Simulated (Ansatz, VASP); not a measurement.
## Two plane-wave programs on HPb4

```
CELL_PARAMETERS angstrom
5.60734 0.00000 0.00000
-2.80367 4.85610 0.00000
0.00000 0.00000 5.98821
ATOMIC_POSITIONS crystal
H 0.00000 0.00000 0.50000
Pb 0.33333 0.66667 0.74807
Pb 0.33333 0.66667 0.25193
Pb 0.66667 0.33333 0.25193
Pb 0.66667 0.33333 0.74807
```

Alike in both runs: functional PBE; k mesh 6 × 6 × 2; occupations gaussian, width 0.1 eV; no spin polarisation.

Ansatz relaxed the structure, and its values are those at the end. VASP's run is a single point on that final structure, the one shown.

|  | VASP | Ansatz |
| --- | --- | --- |
| version | VASP 6.6.1 | Ansatz 0.2.0 |
| potentials or method | VASP PAW PBE potentials, release 64 (H, Pb_d) | scalar-relativistic, plane waves, PAW |
| plane-wave cutoff (eV) | 520 | 420 |
| valence electrons in the cell | 57 | 57 |

Ansatz gave:

```
gap on the k mesh at the Fermi level (eV) : none
pressure (GPa)                            : 0.0
rms of the force components (eV/Å)        : 0.008
```

Question: What did VASP give for the same quantities?

Answer: gap on the k mesh at the Fermi level (eV): none; pressure (GPa): -0.1; rms of the force components (eV/Å): 0.008.

A gap of «none» marks a metal or a gap that the smearing closes. With one functional, cell and mesh, what is left measures potentials, basis and numerics.

Caveats: the k mesh is coarse (spacing up to 0.52 Å⁻¹), so the values aren't converged. Spin-orbit coupling is left out, which matters for the levels of Pb.
